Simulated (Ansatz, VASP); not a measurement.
## One calculation of Pb4O, two programs

Contents of INCAR:

```
SYSTEM = Pb4O
  PREC = Accurate
  ENCUT = 520
  EDIFF = 1E-6
  ISMEAR = 0
  SIGMA = 0.1
  LREAL = .FALSE.
  LASPH = .TRUE.
  NELM = 100
  ALGO = Normal
  ISIF = 2
  LWAVE = .FALSE.
  LCHARG = .FALSE.
  GGA = PE
  NBANDS = 39
```

File KPOINTS:

```
Automatic mesh
0
G
  8 8 6
  0 0 0
```

Contents of POSCAR:

```
Pb4O
1.0
    4.6583799526      0.0000000000      0.0000000000
    0.0000000000      4.6583799526      0.0000000000
    0.0000000000      0.0000000000      6.4714870607
Pb O
4 1
Direct
    0.5000000000      0.0000000000      0.2434105511
    0.0000000000      0.5000000000      0.7565894489
    0.5000000000      0.0000000000      0.7565894489
    0.0000000000      0.5000000000      0.2434105511
    0.0000000000      0.0000000000      0.0000000000
```

Input for Ansatz:

```yaml
crystal:
  lattice:
    - [4.6583799526, 0.0, 0.0]
    - [0.0, 4.6583799526, 0.0]
    - [0.0, 0.0, 6.4714870607]
  atoms:
    - { symbol: Pb, position: [0.5, 0.0, 0.2434105511] }
    - { symbol: Pb, position: [0.0, 0.5, 0.7565894489] }
    - { symbol: Pb, position: [0.5, 0.0, 0.7565894489] }
    - { symbol: Pb, position: [0.0, 0.5, 0.2434105511] }
    - { symbol: O, position: [0.0, 0.0, 0.0] }
basis:
  ecutwfc: 420
kpoints:
  mp_grid: { grid: [8, 8, 6] }
  band_path:
    path:
      - [[0.0, 0.0, 0.0], [0.0, 0.5, 0.0], [0.5, 0.5, 0.0], [0.0, 0.0, 0.0], [0.0, 0.0, 0.5], [0.0, 0.5, 0.5], [0.5, 0.5, 0.5], [0.0, 0.0, 0.5]]
      - [[0.0, 0.5, 0.0], [0.0, 0.5, 0.5]]
      - [[0.5, 0.5, 0.0], [0.5, 0.5, 0.5]]
    npoints: 14
hamiltonian:
  xc: pbe
scf:
  occupations: { method: gaussian, width: 0.1 }
  n_extra_bands: 12
output:
  forces: true
  stress: true
  eigenvalues: true
  populations: true
  dos: { projected: true, de: 0.02, nscf_kmesh: { grid: [10, 10, 8] } }
  bader: true
  write_density: true
  write_potential: true
  elf: true
  volumetric_format: npy
```

The cell was built by a generator and needn't be a form met in nature.

Alike in both runs: task single point; functional PBE; k mesh 8 × 8 × 6; occupations gaussian, width 0.1 eV; no spin polarisation.

|  | VASP | Ansatz |
| --- | --- | --- |
| version | VASP 6.6.1 | Ansatz 0.2.0 |
| potentials or method | VASP PAW PBE potentials, release 64 (Pb_d, O) | scalar-relativistic, plane waves, PAW |
| plane-wave cutoff (eV) | 520 | 420 |
| valence electrons in the cell | 62 | 62 |

```csv
,VASP,Ansatz,Ansatz less VASP
gap on the k mesh at the Fermi level (eV),none,none,-
pressure (GPa),0.0,0.0,+0.07
```

A gap of «none» marks a metal or a gap that the smearing closes. With one functional, cell and mesh, what is left measures potentials, basis and numerics.

The runs have no spin-orbit coupling, so splittings on Pb are missing.
